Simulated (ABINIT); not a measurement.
Runs of ABINIT 10.8.3 (patched build) on Sn. Symmetry: Immm, No. 71, orthorhombic system. The conventional cell has a = 3.453 Å, b = 3.551 Å, c = 4.677 Å, α = 90.00°, β = 90.00°, γ = 90.00°. Sn (site symmetry mmm) has 12 Sn at 3.41 to 3.55 Å as nearest neighbours. This isn't the form of Sn at room conditions, which is tetragonal (white tin).

```csv
level,gap on the mesh (eV),pressure (GPa)
r2SCAN,none,-2.5
BLYP,none,2.7
LDA,none,(a)
PBEsol,none,-4.1
AM05,none,-4.1
```

Alike in all rows: task band structure; potentials or basis JTH PAW PBE v2.0; no spin polarisation; cell as given; k mesh 11 × 11 × 11; cutoff (eV) 707; smearing fermi-dirac 0.05 eV.

Task: Estimate the missing entries.

Result: (a) -5.3.

Caveats: the PAW data sets were made with another functional, which shifts forces and pressure a little; spin-orbit coupling is left out, which moves the levels of the heavy elements.

A k mesh can miss the band edges, and the runs leave out spin-orbit coupling on Sn.

A gap of «none» marks a metal or a gap under the smearing width.
